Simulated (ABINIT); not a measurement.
# W (Im-3m) in ABINIT: convergence with nband

Aim: find how far nband must go before the results for W settle, at PBE. This setting moves, with any that are tied to it; all else stays.

All numbers are computed with ABINIT 10.8.3 (patched build); they aren't measurements. Logs are shortened: lines on timing, memory, paths and dates and some standing lists are left out, and cuts for length are marked. The log counts tension as positive stress, the text compression.

## Step 1: Starting point

Symmetry: Im-3m, No. 229, cubic system. Conventional cell: a = 3.165 Å, b = 3.165 Å, c = 3.165 Å, α = 90.00°, β = 90.00°, γ = 90.00°. Around W (site symmetry m-3m) lie 8 W at 2.74 Å.

## Step 2: With nband 8

run.abi reads:

```
# Pseudopotentials
pp_dirpath "./"
pseudos "W.upf"

# Structure
acell 3*1.0
rprim
    -2.9901986847     2.9901986847     2.9901986847
     2.9901986847    -2.9901986847     2.9901986847
     2.9901986847     2.9901986847    -2.9901986847
ntypat 1
znucl 74
natom 1
typat 1
xcart
     0.0000000000     0.0000000000     0.0000000000

# Plane-wave basis
ecut 37.0

# k points
kptopt 1
ngkpt 12 12 12
nshiftk 1
shiftk 0.0 0.0 0.0

# Exchange and correlation
ixc 11

# Bands and occupations
nband 8
occopt 3
tsmear 0.00367493

# SCF cycle
nstep 100
tolvrs 1.0e-10

# Output
iomode 3
prtwf 0
prtden 0
prteig 0
prtebands 0
enunit 2
```

Potentials or basis: PseudoDojo NC SR PBE v0.5 standard.

Command:

```console
abinit run.abi > log 2>&1
```

run.abo:

```text
.Version 10.8.3 of ABINIT
 Symmetries : space group Im -3 m (#229); Bravais cI (body-center cubic)
================================================================================
 Values of the parameters that define the memory need of the present run
     intxc =       0    ionmov =       0      iscf =       7    lmnmax =       8
     lnmax =       8     mgfft =      30  mpssoang =       4    mqgrid =    3001
     natom =       1  nloc_mem =       1    nspden =       1   nspinor =       1
    nsppol =       1      nsym =      48    n1xccc =    2501    ntypat =       1
    occopt =       3   xclevel =       2
       mpw =        1164          nfft =       27000          nkpt =          72
================================================================================
================================================================================

--------------------------------------------------------------------------------
------------- Echo of variables that govern the present computation ------------
--------------------------------------------------------------------------------
 -outvars: echo values of preprocessed input variables --------
            acell      1.0000000000E+00  1.0000000000E+00  1.0000000000E+00 Bohr
              amu      1.83850000E+02
             ecut      3.70000000E+01 Hartree
           enunit           2
                       outvar_i_n : Printing only first  50 k-points.
              ixc          11
                       outvar_i_n : Printing only first  50 k-points.
         kptrlatt       12    0    0      0   12    0      0    0   12
          kptrlen      6.21501126E+01
            natom           1
            nband           8
            ngfft          30      30      30
             nkpt          72
            nstep         100
             nsym          48
           ntypat           1
                       prtocc : prtvol=0, do not print more k-points.
           occopt           3
           prtden           0
        prtebands           0
[... 128 lines left out ...]
 length scales=  1.000000000000  1.000000000000  1.000000000000 bohr
              =  0.529177210544  0.529177210544  0.529177210544 angstroms
 Fermi (or HOMO) energy (hartree) =   0.71673   Average Vxc (hartree)=  -0.51688
 Eigenvalues (hartree) for nkpt=  72  k points:
 kpt#   1, nband=  8, wtk=  0.00058, kpt=  0.0000  0.0000  0.0000 (reduced coord)
  -2.00714   -0.66803   -0.66803   -0.66803    0.36490    0.67388    0.67388    0.67388
      occupation numbers for kpt#   1
   2.00000    2.00000    2.00000    2.00000    2.00000    1.99998    1.99998    1.99998
 prteigrs : prtvol=0 or 1, do not print more k-points.

 Fermi (or HOMO) energy (eV) =  19.50314   Average Vxc (eV)= -14.06511
 Eigenvalues (   eV  ) for nkpt=  72  k points:
 kpt#   1, nband=  8, wtk=  0.00058, kpt=  0.0000  0.0000  0.0000 (reduced coord)
 -54.61699  -18.17791  -18.17791  -18.17791    9.92944   18.33711   18.33711   18.33711
 prteigrs : prtvol=0 or 1, do not print more k-points.

--- !EnergyTerms
iteration_state     : {dtset: 1, }
comment             : Components of total free energy in Hartree
kinetic             :  2.03157000741262E+01
hartree             :  8.01171975947030E+00
xc                  : -1.65820295820796E+01
Ewald energy        : -5.96356489414546E+01
psp_core            :  1.53259773996847E+00
local_psp           : -4.20952359795728E+01
non_local_psp       :  1.26003367068342E+01
internal            : -7.58525602227079E+01
'-kT*entropy'       : -5.77920194793855E-04
total_energy        : -7.58531381429027E+01
total_energy_eV     : -2.06406903997628E+03
band_energy         : -4.57480981687960E+00
...

 Cartesian components of stress tensor (hartree/bohr^3)
  sigma(1 1)= -1.96449773E-04  sigma(3 2)=  0.00000000E+00
  sigma(2 2)= -1.96449773E-04  sigma(3 1)=  0.00000000E+00
  sigma(3 3)= -1.96449773E-04  sigma(2 1)=  0.00000000E+00

-Cartesian components of stress tensor (GPa)         [Pressure=  5.7798E+00 GPa]
- sigma(1 1)= -5.77975187E+00  sigma(3 2)=  0.00000000E+00
- sigma(2 2)= -5.77975187E+00  sigma(3 1)=  0.00000000E+00
- sigma(3 3)= -5.77975187E+00  sigma(2 1)=  0.00000000E+00

== END DATASET(S) ==============================================================
================================================================================

 -outvars: echo values of variables after computation  --------
            acell      1.0000000000E+00  1.0000000000E+00  1.0000000000E+00 Bohr
           etotal     -7.5853138143E+01
            fcart     -0.0000000000E+00 -0.0000000000E+00 -0.0000000000E+00
            rprim     -2.9901986847E+00  2.9901986847E+00  2.9901986847E+00
                       2.9901986847E+00 -2.9901986847E+00  2.9901986847E+00
                       2.9901986847E+00  2.9901986847E+00 -2.9901986847E+00
           strten     -1.9644977294E-04 -1.9644977294E-04 -1.9644977294E-04
                       0.0000000000E+00  0.0000000000E+00  0.0000000000E+00
 Calculation completed.
```

Run time: 21 s. Hardware: 1 thread of Arm Neoverse V2, shared host; peak memory 0.07 GiB.

What came out:

```
Free energy                                           : -2064.0690 eV
Pressure                                              : 5.8 GPa
Band gap on the k mesh                                : none (metal or under the smearing width)
Valence electrons inside the program's atomic spheres : W 10.15 (radii [1.0584] Å)
```

## Step 3: With nband 9

Edit run.abi of step 2 so:

```diff
@@ -30,3 +30,3 @@
 # Bands and occupations
-nband 8
+nband 9
 occopt 3
```

Potentials or basis: PseudoDojo NC SR PBE v0.5 standard.

Command:

```console
abinit run.abi > log 2>&1
```

Run time: 17 s. Hardware: 1 thread of Arm Neoverse V2, shared host; peak memory 0.07 GiB.

The run converged. Its results:

```yaml
Free_energy: -2064.0694 eV
Pressure: 5.8 GPa
Band_gap_on_the_k_mesh: none (metal or under the smearing width)
Valence_electrons_inside_the_program's_atomic_spheres: W 10.15 (radii [1.0584] Å)
```

## Step 4: With nband 10

Edit run.abi of step 3 so:

```diff
@@ -30,3 +30,3 @@
 # Bands and occupations
-nband 9
+nband 10
 occopt 3
```

Command:

```console
abinit run.abi > log 2>&1
```

Run time: 17 s. Hardware: 1 thread of Arm Neoverse V2, shared host; peak memory 0.07 GiB.

The run converged. Its results:

| Item | Value |
| --- | --- |
| Free energy | -2064.0694 eV |
| Pressure | 5.8 GPa |
| Band gap on the k mesh | none (metal or under the smearing width) |
| Valence electrons inside the program's atomic spheres | W 10.15 (radii [1.0584] Å) |

## Step 5: With nband 11

Edit run.abi of step 4 so:

```diff
@@ -30,3 +30,3 @@
 # Bands and occupations
-nband 10
+nband 11
 occopt 3
```

Command:

```console
abinit run.abi > log 2>&1
```

Wall time 18 s (1 thread of Arm Neoverse V2, shared host); peak memory 0.07 GiB.

Results (log left out):

```yaml
Free_energy: -2064.0694 eV
Pressure: 5.8 GPa
Band_gap_on_the_k_mesh: none (metal or under the smearing width)
Valence_electrons_inside_the_program's_atomic_spheres: W 10.15 (radii [1.0584] Å)
```

## Step 6: With nband 12

Edit run.abi of step 5 so:

```diff
@@ -30,3 +30,3 @@
 # Bands and occupations
-nband 11
+nband 12
 occopt 3
```

Potentials or basis: PseudoDojo NC SR PBE v0.5 standard.

Command:

```console
abinit run.abi > log 2>&1
```

Wall time 20 s (1 thread of Arm Neoverse V2, shared host); peak memory 0.07 GiB.

The run converged. Its results:

```yaml
Free_energy: -2064.0694 eV
Pressure: 5.8 GPa
Band_gap_on_the_k_mesh: none (metal or under the smearing width)
Valence_electrons_inside_the_program's_atomic_spheres: W 10.15 (radii [1.0584] Å)
```

## Step 7: With nband 15

Edit run.abi of step 6 so:

```diff
@@ -30,3 +30,3 @@
 # Bands and occupations
-nband 12
+nband 15
 occopt 3
```

Command:

```console
abinit run.abi > log 2>&1
```

Wall time 22 s (1 thread of Arm Neoverse V2, shared host); peak memory 0.08 GiB.

It converged, with:

```
Free energy                                           : -2064.0694 eV
Pressure                                              : 5.8 GPa
Band gap on the k mesh                                : none (metal or under the smearing width)
Valence electrons inside the program's atomic spheres : W 10.15 (radii [1.0584] Å)
```

## Step 8: With nband 21

Edit run.abi of step 7 so:

```diff
@@ -30,3 +30,3 @@
 # Bands and occupations
-nband 15
+nband 21
 occopt 3
```

Command:

```console
abinit run.abi > log 2>&1
```

Run time: 35 s. Hardware: 1 thread of Arm Neoverse V2, shared host; peak memory 0.08 GiB.

Results (log left out):

| Quantity | Value |
| --- | --- |
| Free energy | -2064.0694 eV |
| Pressure | 5.8 GPa |
| Band gap on the k mesh | none (metal or under the smearing width) |
| Valence electrons inside the program's atomic spheres | W 10.15 (radii [1.0584] Å) |

## Step 9: The series at a glance

```tsv
nband	energy less the tightest run, at zero smearing (meV/atom)	SCF cycles	CPU time (s)	peak memory (GiB)
8	0.08	12	21	0.07
9	0.00	8	17	0.07
10	0.00	7	17	0.07
11	0.00	7	18	0.07
12	0.00	7	20	0.07
15	0.00	6	22	0.08
21	0.00	7	35	0.08
```

Against the tightest run, the energy stays within 1 meV/atom from 8 on. The tightest run that finished is the yardstick and may itself not be fully converged.
